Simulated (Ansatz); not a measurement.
# Ga: the cost of one run

Computed with Ansatz 0.2.0 (DFT PBE, scalar-relativistic, plane waves, PAW, unless a step's input says otherwise).

## Step 1: The structure to begin with

It takes space group R-3m (No. 166, trigonal). Conventional cell: a = 3.682 Å, b = 3.682 Å, c = 10.242 Å, α = 90.00°, β = 90.00°, γ = 120.00°. Around Ga (site symmetry 3m) lie 3 Ga at 2.46 Å.

As a file:

```
Ga
1.0
     1.84106    1.06293    3.41402
    -1.84106    1.06293    3.41402
     0.00000   -2.12587    3.41402
Ga
2
Direct
  0.22754 0.22754 0.22754
  0.77246 0.77246 0.77246
```

This is candidate A: grey arsenic (A7) type (R-3m, No. 166).

(A quick probe on a coarse mesh, which set the mesh and smearing, is not shown.)

## Step 3: Coarse relaxation (candidate A)

input.yaml reads:

```yaml
crystal:
  lattice:
    - [1.8410551447, 1.0629336834, 3.4140160361]
    - [-1.8410551447, 1.0629336834, 3.4140160361]
    - [0.0, -2.1258673668, 3.4140160361]
  atoms:
    - { symbol: Ga, position: [0.22754, 0.22754, 0.22754] }
    - { symbol: Ga, position: [0.77246, 0.77246, 0.77246] }
basis:
  ecutwfc: 420
kpoints:
  mp_grid: { grid: [6, 6, 6] }
hamiltonian:
  xc: pbe
scf:
  occupations: { method: gaussian, width: 0.1 }
  lower_state_search: "off"
output:
  forces: true
  stress: true
  eigenvalues: true
relax:
  adjacent_minimum: "off"
  f_tol: 0.04
  max_steps: 70
  cell: { stress_tol: 0.4 }
```

**Question.** How long does this run take on 1 thread of an x86-64 CPU, shared host, and how much memory does it need?

About 5.3 s, with a peak of 0.37 GiB.
